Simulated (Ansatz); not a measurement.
**SiC: the lattice on heating**

How much does the crystal expand on heating? Runs: cell and atoms relaxed (PAW); reference run (PAW).

Method: DFT PBEsol, frozen-core PAW, scalar-relativistic unless said, in Ansatz 0.2.0.

## 1. Starting point

The structure is cubic, space group F-43m (No. 216). Conventional cell: a = 4.358 Å, b = 4.358 Å, c = 4.358 Å, α = 90.00°, β = 90.00°, γ = 90.00°. Si (site symmetry -43m) is surrounded by 4 C at 1.89 Å. C (site symmetry -43m) has 4 Si at 1.89 Å as nearest neighbours.

Coordinates:

```xyz
2
Lattice="0.0000 2.1790 2.1790 2.1790 0.0000 2.1790 2.1790 2.1790 0.0000" Properties=species:S:1:pos:R:3 pbc="T T T"
Si    0.0000    0.0000    0.0000
C     3.2685    3.2685    3.2685
```

Cartesian axes are those of the input's lattice vectors. The structure goes back to a database entry.

## 2. Cell and atoms relaxed, PAW

Contents of input.yaml:

```yaml
crystal:
  lattice:
    - [0.0, 2.179, 2.179]
    - [2.179, 0.0, 2.179]
    - [2.179, 2.179, 0.0]
  atoms:
    - { symbol: Si, position: [0.0, 0.0, 0.0] }
    - { symbol: C, position: [0.75, 0.75, 0.75] }
kpoints:
  mp_grid: { grid: [16, 16, 16] }
scf:
  occupations: { method: fermi_dirac, width: 0.05 }
hamiltonian:
  xc: pbesol
  pseudopotentials: { kind: paw }
relax:
  f_tol: 0.002
  max_steps: 80
  cell: {}
output:
  forces: true
  stress: true
```

Run with:

```
$ ansatz run input.yaml --threads 2 --pin off --max-ram 5120MiB --backend cpu --events-out ev --progress --plain --runs-dir out
```

The program printed, shortened:

```text
[...]
Pseudopotentials: kind: paw
Pseudopotential: Si, paw, valence charge 4, recommended cutoff 420 eV (normal), Si.paw.azcp
Pseudopotential: C, paw, valence charge 4, recommended cutoff 420 eV (normal), C.paw.azcp
Functional definition: PBEsol
[...]
Crystal: 2 atoms, lattice volume = 20.692 Å³
Basis set: ecut = 420 eV, 411 PW (Γ), exchange–correlation on 48×48×48 points (8 copies of the dense FFT grid, shifted against one another)
Bands: 8, of which v1, the nominal top of the filled ones, is band 4 counted from 1 (3 counted from 0)
Symmetry: 24 space group operations
Space group: F-43m (ITA 216), of the structure as read, at distance tolerance 2.7e-5 Å
k-points: 145 of 4096 (time reversal used)
[...]
SCF iter   1: F=—  HF=-868.711114 eV  |F-HF|=—  |Δ(HF+E_count)|=         —  Δρ=8.24e-3  dr2=1.70e-2  ethr=1.77e-3  ⟨swp⟩=5.6  Hψ=9522  notcnv=0
[...]
relax step   1: F+E_penalty+E_count = -868.70618555 eV  Δ(F+E_penalty+E_count) = +0.000e0 eV  max|allowed force component| = 3.886e-16 eV/Å  Δτ_max = 0.0000 Å  P = -0.181 GPa  Ω = 20.692 Å³  (6 SCF iters, dr2 threshold 1.00e-7 eV, accepted)
[...]
relax step   3: F+E_penalty+E_count = -868.70622610 eV  Δ(F+E_penalty+E_count) = -1.654e-5 eV  max|allowed force component| = 1.110e-16 eV/Å  Δτ_max = 0.0000 Å  P = +0.000 GPa  Ω = 20.675 Å³  energy of the carried Pulay correction = +3.112e-5 eV  (3 SCF iters, dr2 threshold 1.78e-8 eV, accepted)
[...]
relax step   4: F+E_penalty+E_count = -868.70616512 eV  Δ(F+E_penalty+E_count) = +6.098e-5 eV  max|allowed force component| = 1.110e-16 eV/Å  Δτ_max = 0.0000 Å  P = -0.002 GPa  Ω = 20.675 Å³  stress off target by 2.43e-3 GPa  SCF on the basis re-selected at this cell (its energy is not [...]
SCF converged after 4 iterations
Free energy (F): -868.706165 eV
[...]
E sigma→0 (E₀):  -868.706165 eV
Entropy (-TS):   -0.000000 eV (-0.000 meV/atom)
Fermi energy:    10.096035 eV
[...]
--- Forces (eV/Å), atoms counted from 1 ---
  atom   1  Si    -0.00000000     0.00000000    -0.00000000
  atom   2  C      0.00000000    -0.00000000     0.00000000
[...]
--- Stress (GPa, compression-positive) ---
       -0.002433      -0.000000      -0.000000
       -0.000000      -0.002433      -0.000000
       -0.000000      -0.000000      -0.002433
  P = ⅓ Tr σ = -0.0024 GPa (-0.024 kbar)
--- Relaxed structure (3 steps of the walk, 3 accepted, 1 SCFs on fresh bases) ---
  F+E_penalty+E_count = -868.70616512 eV   max|allowed force component| = 1.110e-16 eV/Å   (the final SCF, on the basis selected at the relaxed cell)
  cell:  # Å, volume = 20.6752 Å³
    - [-7.260905146876214e-34, 2.1784118711259617, 2.1784118711259617]
    - [2.1784118711259617, -1.273843008223881e-35, 2.1784118711259617]
    - [2.1784118711259617, 2.1784118711259617, 1.12098184723703e-33]
  atoms:
    - { symbol: Si, position: [4.1546001960223545e-34, -1.48000439115921e-34, -2.644673476581543e-34] }
    - { symbol: C, position: [0.7499999999999999, 0.7499999999999999, 0.7499999999999999] }
```

It took 5.5 s on 2 threads of Arm Neoverse V1, shared host; peak memory 0.32 GiB.

Step by step:

| step | energy from step 1 (eV/cell) | largest force component (eV/Å) | pressure (GPa) | volume (Å³) |
| --- | --- | --- | --- | --- |
| 1 | 0.0000 | 0.0000 | -0.18 | 20.69 |
| 2 | 0.0000 | 0.0000 | -0.08 | 20.68 |
| 3 | 0.0000 | 0.0000 | 0.00 | 20.68 |
| 4 | 0.0000 | 0.0000 | 0.00 | 20.68 |

Step 1 is the start. Step 4 repeats the geometry before on a plane-wave basis chosen anew for that cell, so the energy can jump there without any move; the table keeps such jumps.

| input's cell | before | after | change |
| --- | --- | --- | --- |
| a (Å) | 3.082 | 3.081 | -0.0 % |
| b (Å) | 3.082 | 3.081 | -0.0 % |
| c (Å) | 3.082 | 3.081 | -0.0 % |
| volume (Å³/atom) | 10.35 | 10.34 | -0.1 % |

## 3. Reference run, PAW

Contents of input.yaml:

```yaml
crystal:
  lattice:
    - [0.0, 2.17841187113, 2.17841187113]
    - [2.17841187113, 0.0, 2.17841187113]
    - [2.17841187113, 2.17841187113, 0.0]
  atoms:
    - { symbol: Si, position: [0.0, 0.0, 0.0] }
    - { symbol: C, position: [0.75, 0.75, 0.75] }
kpoints:
  mp_grid: { grid: [8, 8, 8] }
scf:
  occupations: { method: fixed }
hamiltonian:
  xc: pbesol
  pseudopotentials: { kind: paw }
phonons:
  qmesh: [4, 4, 4]
  thermal_expansion: {}
  temperatures: { t_min: 0, t_max: 800, t_step: 50 }
```

Run with:

```
$ ansatz run input.yaml --threads 2 --pin off --max-ram 5120MiB --backend cpu --events-out ev --progress --plain --runs-dir out
```

The program printed:

```text
Warning: phonons: the dynamical matrix that this run interpolates holds no multipole term above the dipole-dipole one, and a site of this crystal is no centre of inversion, so its interpolated transverse optical and acoustic branches and sound speeds can stay off near Gamma, and the density of states and the thermodynamics with them. What a run solves at a wave vector of phonons.qpoints, Gamma apart, where the deck admits one, is free of this, and under fd what a larger phonons.supercell samples
The last accepted step is kept in <dir> (removed where the run ends without a failure and the disk answers)
Engine: ansatz 0.2.0
[... 4 set-up lines as earlier in the session ...]
  exchange = pbesol_x
  correlation = pbesol_c
Crystal: 2 atoms, lattice volume = 20.675 Å³
Basis set: ecut = 487.2 eV, 531 PW (Γ), exchange–correlation on 48×48×48 points (8 copies of the dense FFT grid, shifted against one another)
Bands: 8, of which v1, the nominal top of the filled ones, is band 4 counted from 1 (3 counted from 0)
[... 2 set-up lines as earlier in the session ...]
k-points: 29 of 512 (time reversal used)
Non-local potential: Si, projectors of the file, l = 0: 2, l = 1: 2, l = 2: 2
Non-local potential: C, projectors of the file, l = 0: 2, l = 1: 2, l = 2: 1
PAW form: soft (Blöchl's): semilocal exchange-correlation on the pseudo side does not see the compensation charge
PAW frozen core: Si, regenerated for the run's functional, and the local potential with it (the file was generated under x = pbe(κ = 0.804, μ = 0.2195149727645171), c = pbe(β = 0.06672455060314922))
PAW frozen core: C, regenerated for the run's functional, and the local potential with it (the file was generated under x = pbe(κ = 0.804, μ = 0.2195149727645171), c = pbe(β = 0.06672455060314922))
PAW one-centre angular grid: Si, 110 points (default); XC on 64 Gauss nodes
PAW one-centre angular grid: C, 110 points (default); XC on 64 Gauss nodes
Initial density: superposition of atomic densities (neutral atoms: chi_scale 0, normalization atom), corrected by the library's trained network
Initial wavefunctions: pseudopotential atomic-orbital guess
Functional: x = pbesol(κ = 0.804, μ = 0.12345679012345678), c = pbesol(β = 0.046)
SCF iter   1: F=—  HF=-868.712514 eV  |F-HF|=—  |Δ(HF+E_count)|=         —  Δρ=8.07e-3  dr2=1.62e-2  ethr=1.77e-3  ⟨swp⟩=4.9  Hψ=1643  notcnv=0  defer=47
preconditioner: auto → none  [insulator: Δε(μ)=1.138 eV  Ē_g=13.954 eV  n_scr=0 (ndim 8)  ℏωp=23.1 eV  f_vac=0.000  ε∞_Penn≈3.7]
SCF iter   2: F=—  HF=-868.708063 eV  |F-HF|=—  |Δ(HF+E_count)|=   4.45e-3  Δρ=2.38e-3  dr2=9.39e-4  ethr=2.03e-4  ⟨swp⟩=2.5  Hψ=570  notcnv=0  defer=52
SCF iter   3: F=—  HF=-868.707800 eV  |F-HF|=—  |Δ(HF+E_count)|=   2.64e-4  Δρ=7.52e-4  dr2=7.23e-5  ethr=1.17e-5  ⟨swp⟩=2.5  Hψ=396  notcnv=0  defer=52
SCF iter   4: F=—  HF=-868.707797 eV  |F-HF|=—  |Δ(HF+E_count)|=   2.67e-6  Δρ=1.02e-4  dr2=9.28e-7  ethr=9.03e-7  ⟨swp⟩=2.0  Hψ=346  notcnv=0
SCF iter   5: F=—  HF=-868.707796 eV  |F-HF|=—  |Δ(HF+E_count)|=   1.15e-6  Δρ=6.90e-6  dr2=7.26e-9  ethr=1.16e-8  ⟨swp⟩=2.2  Hψ=330  notcnv=0
SCF iter   6: F=—  HF=-868.707796 eV  |F-HF|=—  |Δ(HF+E_count)|=   1.42e-9  Δρ=1.81e-6  dr2=3.79e-10  ethr=9.07e-11  ⟨swp⟩=1.5  Hψ=268  notcnv=0
SCF iter   7: F=-868.707796 eV  HF=-868.707796 eV  |F-HF|=3.41e-13  |Δ(HF+E_count)|=  8.30e-11  Δρ=3.73e-8  dr2=1.70e-13  ethr=1.00e-12  ⟨swp⟩=5.9  Hψ=855  notcnv=0
SCF 1 converged in 7 iterations: F = -868.707796 eV  dr2 = 1.70e-13
relax step   1: F+E_penalty+E_count = -868.70779576 eV  Δ(F+E_penalty+E_count) = +0.000e0 eV  max|allowed force component| = 3.886e-16 eV/Å  Δτ_max = 0.0000 Å  (7 SCF iters, accepted)
NSCF: frozen V_eff on 29 k-points
the band table was solved once a step of the walk had ended and its energy, with any forces and stress, was formed, with the checks that follow a solve (1922 applications of the Hamiltonian). They found nothing against the state; the energy, forces and stress were not computed again (output.eigenvalues in the input reference)
SCF converged after 7 iterations
Free energy (F): -868.707796 eV
Harris-Foulkes:  -868.707796 eV  (|F-HF|=3.41e-13)
Internal energy: -868.707796 eV  (E = F + TS)
E sigma→0 (E₀):  -868.707796 eV
Fermi energy:    9.429493 eV
--- Per-component energies (eV) ---
  E_band       = 28.144363
  E_kinetic    = 135.268650
  E_local      = -103.773552  (includes V_loc(G=0)·N_el)
  E_nonlocal   = 52.043301
  E_hartree    = 31.536383
  E_xc         = -104.612923
  E_vxc        = -109.138682  (∫ρ·V_xc dr)
  E_paw        = -594.361660  (= ΣΔE_a)
  E_vpaw       = -9.328132  (= ΣTr[D̂ρ^β])
  E_aug_tail   = 0.000009  (compensation charges beyond the density's cutoff)
  E_ewald      = -284.860666
  E_core_change = 0.052661  (= ΣΔE_core)
  E_smearing   = -0.000000  (= −TS)
  E_closure    = -0.000000  (closes the sum)
  Σ components = -868.707796   (vs F -868.707796, Δ=0.00e0)
--- Forces (eV/Å), atoms counted from 1 ---
  atom   1  Si    -0.00000000     0.00000000    -0.00000000
  atom   2  C      0.00000000    -0.00000000     0.00000000
  max |Σ_I F_I| component: 1.11e-16 eV/Å
--- Stress (GPa, compression-positive) ---
        0.006437       0.000000       0.000000
        0.000000       0.006437       0.000000
       -0.000000       0.000000       0.006437
  P = ⅓ Tr σ = 0.0064 GPa (0.064 kbar)
--- Band table (eV; the first three rows and the last of 29) ---
  k-point 0: bands = ["-5.9981", "9.4295", "9.4295", "9.4295", "15.6069", "16.6767", "16.6767", "16.6767"]
  k-point 1: bands = ["-5.6920", "7.9363", "9.2268", "9.2268", "15.8383", "17.0291", "17.0291", "17.2038"]
  k-point 2: bands = ["-4.7960", "5.1140", "8.8194", "8.8194", "15.3534", "17.2716", "17.2716", "18.7011"]
  k-point 28: bands = ["-0.6865", "2.3863", "4.3770", "4.6825", "14.5496", "18.7989", "18.8486", "19.0589"]
── thermal expansion: 3 new cells, 3 in all ──
thermal expansion: relaxation of cell 2
thermal expansion: relaxation of cell 3
── thermal expansion: 2 new cells, 5 in all ──
thermal expansion: relaxation of cell 4
thermal expansion: lower-state search of cell 4
thermal expansion: phonons of cell 4
thermal expansion: relaxation of cell 5
thermal expansion: phonons of cell 5
── thermal expansion: 5 new cells, 10 in all ──
thermal expansion: relaxation of cell 6
thermal expansion: relaxation of cell 7
thermal expansion: relaxation of cell 8
thermal expansion: relaxation of cell 9
thermal expansion: relaxation of cell 10
thermal expansion: phonons of cell 6
thermal expansion: phonons of cell 7
--- Relaxed structure (1 steps of the walk, 1 accepted, 0 SCFs on fresh bases) ---
  F+E_penalty+E_count = -868.70779576 eV   max|allowed force component| = 3.886e-16 eV/Å
  atoms:
    - { symbol: Si, position: [0.0, 0.0, 0.0] }
    - { symbol: C, position: [0.75, 0.75, 0.75] }
--- Thermal expansion: 10 cells in 3 rounds, 0 GPa ---
  no lower state was reached at cell 4
  without vibrations: a 3.08077, b 3.08077, c 3.08077 Å, V 20.6758 Å³, B 221.85 GPa
  at 0 K: a 3.08898, b 3.08898, c 3.08898 Å, V 20.8415 Å³, B 217.50 GPa
  zero-point expansion: a +0.266, b +0.266, c +0.266, V +0.802 %
      T/K        a/Å        b/Å        c/Å       V/Å³ | expansion of a, b, c, V (1e-6/K)   | that of V in the mean from 25 °C | C_P, C_V (J/mol K of the cell) | B_T, B_S (GPa)
     0.00    3.08898    3.08898    3.08898    20.8415 |    0.00    0.00    0.00    0.00 |    2.48 |     0.000     0.000 |   217.50   217.50
   100.00    3.08899    3.08899    3.08899    20.8418 |    0.19    0.19    0.19    0.57 |    3.67 |     4.642     4.642 |   217.46   217.47
   200.00    3.08919    3.08919    3.08919    20.8458 |    1.19    1.19    1.19    3.58 |    5.48 |    16.942    16.935 |   217.10   217.19
   298.15    3.08974    3.08974    3.08974    20.8570 |    2.43    2.43    2.43    7.28 |       - |    27.384    27.341 |   216.28   216.62
   350.00    3.09017    3.09017    3.09017    20.8657 |    2.96    2.96    2.96    8.88 |    8.11 |    31.517    31.443 |   215.72   216.23
   450.00    3.09122    3.09122    3.09122    20.8868 |    3.73    3.73    3.73   11.19 |    9.44 |    37.219    37.067 |   214.51   215.39
   550.00    3.09245    3.09245    3.09245    20.9120 |    4.25    4.25    4.25   12.74 |   10.47 |    40.871    40.631 |   213.20   214.46
   650.00    3.09383    3.09383    3.09383    20.9398 |    4.60    4.60    4.60   13.80 |   11.29 |    43.290    42.959 |   211.84   213.47
   750.00    3.09529    3.09529    3.09529    20.9695 |    4.86    4.86    4.86   14.57 |   11.95 |    44.961    44.539 |   210.44   212.44
   800.00    3.09605    3.09605    3.09605    20.9850 |    4.96    4.96    4.96   14.87 |   12.23 |    45.609    45.140 |   209.73   211.91
  the static fit leaves 0.000 meV an atom of the energies and, of the stresses, 0.000 GPa of each cell's largest along a strain (root mean squares over the cells), whose Pulay part it has at -0.009 GPa
  vibrations' free energy: its fit passes through its cells
  the electrons' free energy at temperature is not in it: every band gap is over 0.83 eV
  free energies summed between the sampled wave vectors
  estimated error of the fitted expansion in any direction: up to 0.020e-6/K, at 800 K, with few degrees of freedom (an estimate, not a bound: it was exceeded on models of known expansion)
  by sums over the sampled wave vectors an expansion of the volume parts by up to 0.25e-6/K
  by a static energy of one degree less an expansion of the volume parts by up to 0.00e-6/K
  band gaps on the cells' k-points are 1.215 to 1.270 eV
```

Wall time 10 min (2 threads of Arm Neoverse V1, shared host); peak memory 0.51 GiB.

| T (K) | volume over static (%) | volume expansion (10⁻⁶/K) | C_P (k_B/atom) | K_T (GPa) | γ |
| --- | --- | --- | --- | --- | --- |
| 50 | 0.80 | 0.1 | 0.03 | 217.5 | 0.28 |
| 100 | 0.81 | 0.6 | 0.28 | 217.5 | 0.34 |
| 150 | 0.81 | 1.8 | 0.64 | 217.3 | 0.46 |
| 200 | 0.82 | 3.6 | 1.02 | 217.1 | 0.58 |
| 250 | 0.85 | 5.5 | 1.36 | 216.7 | 0.67 |
| 298 | 0.88 | 7.3 | 1.65 | 216.3 | 0.72 |
| 300 | 0.88 | 7.3 | 1.66 | 216.3 | 0.73 |
| 350 | 0.92 | 8.9 | 1.90 | 215.7 | 0.77 |
| 400 | 0.97 | 10.2 | 2.09 | 215.1 | 0.79 |
| 450 | 1.02 | 11.2 | 2.24 | 214.5 | 0.81 |
| 500 | 1.08 | 12.0 | 2.36 | 213.9 | 0.83 |
| 550 | 1.15 | 12.7 | 2.46 | 213.2 | 0.84 |
| 600 | 1.21 | 13.3 | 2.54 | 212.5 | 0.85 |
| 650 | 1.28 | 13.8 | 2.60 | 211.8 | 0.86 |
| 700 | 1.35 | 14.2 | 2.66 | 211.1 | 0.86 |
| 750 | 1.42 | 14.6 | 2.70 | 210.4 | 0.87 |
| 800 | 1.50 | 14.9 | 2.74 | 209.7 | 0.87 |

## 4. Outcome

| quantity | value |
| --- | --- |
| volume expansion at 300 K | 7.3 × 10⁻⁶/K |
| K_T at 300 K | 216 GPa |

At 300 K the volume grows by 7 × 10⁻⁶ per kelvin, a third of that along each axis of the cubic cell. Anharmonicity beyond the change of volume is left out, which matters more as T rises. Cautions: frozen-core PAW files fitted under PBE, their cores solved anew for the functional of the run; expansion moves with the q mesh.
